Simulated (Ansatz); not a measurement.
# What a strained TaN layer does to its nuclei

Cell: a COD entry, whose atoms a relaxation with PBE at fixed cell left in place.

```xyz
6
Lattice="5.1850 0.0000 0.0000 -2.5925 4.4903 0.0000 0.0000 0.0000 2.9080" Properties=species:S:1:pos:R:3 pbc="T T T"
Ta    0.0000    0.0000    0.0000
Ta    0.0000    2.9936    1.4540
Ta    2.5925    1.4968    1.4540
N     2.5925    0.0000    0.0000
N     1.2962    2.2452    0.0000
N    -1.2962    2.2452    0.0000
```

Sites (sets of like atoms) are named by element and the number of their first atom in this list.

Method: Kohn–Sham DFT in Ansatz, PBE, plane waves and PAW, scalar-relativistic, collinear spin, 420 eV cutoff, Γ-centred 10×10×16 k-points, Fermi–Dirac smearing 0.05 eV. Start moments as typed (μB): 2 on each Ta, none on the rest.

The cell is stretched along z (the third Cartesian axis of the run's cell), x and y held, and the ions relax again each time.

```
strain along z (%)  Ta1: V along z (10²¹ V/m²)  Ta2: V along z (10²¹ V/m²)  N: V along z (10²¹ V/m²)
                -3                      -50.39                      -41.42                     -0.73
                -2                      -48.98                      -40.29                     -0.57
                -1                      -47.65                      -39.20                     -0.43
                 0                      -46.43                      -38.17                     -0.29
                +1                      -45.26                      -37.21                     -0.16
                +2                      -44.01                      -36.27                     -0.02
                +3                           ?                           ?                         ?
```

**Question.** Estimate the row at +3 % from the others.

**Answer.** Ta1: -42.68; Ta2: -35.32; N: 0.11. Worked for Ta1: a straight line through the other 6 rows has a slope of 1.265 × 10²¹ V/m² per per cent of strain and gives -42.69 at +3 %, against -42.68 from the run, so the response is nearly linear here. For Ta-181 that is 97 MHz of C_Q per per cent. Worked for Ta2: a straight line through the other 6 rows has a slope of 1.030 × 10²¹ V/m² per per cent of strain and gives -35.16 at +3 %, against -35.32 from the run; over all rows the step per per cent runs from 1.13 at the compressed end to 0.95 at the stretched end. For Ta-181 that is 79 MHz of C_Q per per cent.

At this cell the PBE pressure is 10 GPa, so with PBE the cell would grow if it were relaxed. The entry's cell may itself be off. With no gap above 0.1 eV, as in a metal, the gradients converge slowly in k; expect changes of a tenth or more on a denser mesh. Without spin–orbit coupling the gradients at and beside Ta can be off by some per cent, at some sites by more. With these PAW files V_zz is typically within 2 to 3 % of all-electron values, but misses above 10 % occur on Ta. The start moments die out, and the run ends without spin.
